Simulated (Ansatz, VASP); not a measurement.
## Al2O3 (Corundum) in VASP and in Ansatz

```
Al O
1.0
     2.38690    1.37808    4.33820
    -2.38690    1.37808    4.33820
     0.00000   -2.75615    4.33820
Al O
4 6
Direct
  0.35208 0.35208 0.35208
  0.14792 0.14792 0.14792
  0.64792 0.64792 0.64792
  0.85208 0.85208 0.85208
  0.55586 0.94414 0.25000
  0.25000 0.55586 0.94414
  0.94414 0.25000 0.55586
  0.44414 0.05586 0.75000
  0.75000 0.44414 0.05586
  0.05586 0.75000 0.44414
```

Alike in both runs: task relaxation of cell and atoms; functional PBEsol; k mesh 6 × 6 × 6; no spin polarisation.

```csv
,VASP,Ansatz
version,VASP 6.6.1,Ansatz 0.2.0
potentials or method,"VASP PAW PBE potentials, release 64 (Al, O)","scalar-relativistic, plane waves, PAW"
plane-wave cutoff (eV),600,420
occupations,"gaussian, width 0.01 eV",fixed
valence electrons in the cell,48,48
```

|  | VASP | Ansatz | Ansatz less VASP |
| --- | --- | --- | --- |
| gap on the k mesh at the Fermi level, each at its own relaxed structure (eV) | 6.05 | 6.03 | -0.021 |
| relaxed volume (Å³/atom) | 8.55 | 8.56 | +0.008 |
| relaxed cell length with the largest relative difference (Å) | 5.137 | 5.140 | +0.0022 |

Caveats: the PAW data sets were made with another functional, which shifts forces and pressure a little (VASP). A k mesh can miss the band edges.
